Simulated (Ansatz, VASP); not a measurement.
## One calculation of Ge2H, two programs

File POSCAR:

```
Ge2H
1.0
    0.0000000000      3.0538100000      0.0000000000
    3.0538100000      0.0000000000      0.0000000000
    1.5269050000      1.5269050000     -4.1024080000
H Ge
1 2
Direct
    0.0000000000      0.0000000000      0.0000000000
    0.3330000000      0.3330000000      0.3340000000
    0.6670000000      0.6670000000      0.6660000000
```

Contents of INCAR.step1:

```
PREC = Accurate
ENCUT = 520
ISMEAR = 0
SIGMA = 0.0399
LREAL = False
LASPH = True
NELM = 80
NBANDS = 22
GGA = PE
ALGO = Normal
EDIFF = 1E-4
LWAVE = True
LCHARG = False
```

File INCAR.step2:

```
PREC = Accurate
ENCUT = 520
EDIFF = 1E-6
ISMEAR = 0
SIGMA = 0.0399
LREAL = False
LASPH = True
NELM = 80
ALGO = Normal
ISIF = 2
LWAVE = False
LCHARG = True
METAGGA = R2SCAN
LMIXTAU = True
LELF = True
LVHAR = True
NBANDS = 22
ISTART = 1
```

The input KPOINTS:

```
regular mesh
0
Gamma
  12 12 12
```

Input for Ansatz:

```yaml
crystal:
  lattice:
    - [0.0, 3.05381, 0.0]
    - [3.05381, 0.0, 0.0]
    - [1.526905, 1.526905, -4.102408]
  atoms:
    - { symbol: H, position: [0.0, 0.0, 0.0] }
    - { symbol: Ge, position: [0.333, 0.333, 0.334] }
    - { symbol: Ge, position: [0.667, 0.667, 0.666] }
  symmetry: { tolerance: 0.0003 }
kpoints:
  mp_grid: { grid: [12, 12, 12], shift: [0, 0, 0] }
  band_path:
    path:
      - [0.0, 0.0, 0.0]
      - [0.5, 0.5, 0.5]
      - [0.5, 0.5, 0.25]
      - [0.0, 0.5, 0.0]
      - [0.0, 0.0, 0.0]
      - [0.0, 0.0, -0.5]
      - [0.0, 0.4307346, -0.2846327]
      - [0.0, 0.5692654, 0.2846327]
      - [0.0, 0.0, 0.0]
      - [0.5, 0.5, 0.5]
      - [0.4307346, 0.5692654, 0.5]
    npoints: 6
magnetization:
  spin_polarized: false
scf:
  occupations: { method: gaussian, width: 0.0399 }
  lower_state_search: "off"
  max_iter: 200
hamiltonian:
  pseudopotentials: { kind: paw }
  xc: r2scan
basis:
  ecutwfc: 500
  fft_grid_basis: typed
output:
  forces: true
  stress: true
  eigenvalues: true
  bader: true
  populations: true
  elf: true
  write_potential: true
  volumetric_format: npy
  dos:
    e_range: [-12, 8]
    de: 0.05
    projected: { site_lists: { Ge: [Ge], H: [H] } }
checkpoint:
  read: saved_state
```

Alike in both runs: task single point; functional r2SCAN; k mesh 12 × 12 × 12; occupations gaussian, width 0.0399 eV; no spin polarisation.

```csv
,VASP,Ansatz
version,VASP 6.6.1,Ansatz 0.2.0
potentials or method,"VASP PAW PBE potentials, release 64 (H, Ge_d)",PAW plane waves
plane-wave cutoff (eV),520,500
valence electrons in the cell,29,29
```

```tsv
	VASP	Ansatz	Ansatz less VASP
pressure (GPa)	13.1	13.4	+0.23
largest component of the traceless stress (GPa)	7.44	7.48	+0.049
rms of the force components (eV/Å)	0.792	0.791	-0.0010
```

Atom by atom the forces differ by 0.001 eV/Å (rms over components). The functional is the same, so the differences come from potentials, cutoffs and numerics.

Caveats: the PAW data sets were made with another functional, which shifts forces and pressure a little (VASP).
